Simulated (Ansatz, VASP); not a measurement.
**Two plane-wave programs on Zn3SnN2**

```xyz
6
Lattice="2.6032 1.5030 4.3161 -2.6032 1.5030 4.3161 0.0000 -3.0059 4.3161" Properties=species:S:1:pos:R:3 pbc="T T T"
Zn   -1.3016   -0.7515    4.3161
Zn    1.3016   -0.7515    4.3161
Zn    0.0000    1.5030    4.3161
Sn    0.0000    0.0000    6.4742
N     0.0000    0.0000   11.3612
N     0.0000    0.0000    1.5872
```

Change from the starting cell: species swapped into the Li2ZnCu3 type (R-3m, No. 166).

Alike in both runs: task single point; functional PBE; k mesh 6 × 6 × 6; occupations gaussian, width 0.1 eV; no spin polarisation.

```csv
,VASP,Ansatz
version,VASP 6.6.1,Ansatz 0.2.0
potentials or method,"VASP PAW PBE potentials, release 64 (Zn, Sn_d, N)","scalar-relativistic, plane waves, PAW"
plane-wave cutoff (eV),520,420
valence electrons in the cell,60,60
```

|  | VASP | Ansatz | Ansatz less VASP |
| --- | --- | --- | --- |
| gap on the k mesh at the Fermi level (eV) | none | none | - |
| pressure (GPa) | -4.4 | -4.5 | -0.11 |
| largest component of the traceless stress (GPa) | 8.71 | 8.71 | 0.000 |
| rms of the force components (eV/Å) | 0.013 | 0.014 | +0.0005 |

Atom by atom the forces differ by 0.001 eV/Å (rms over components). A gap of «none» marks a metal or a gap that the smearing closes.
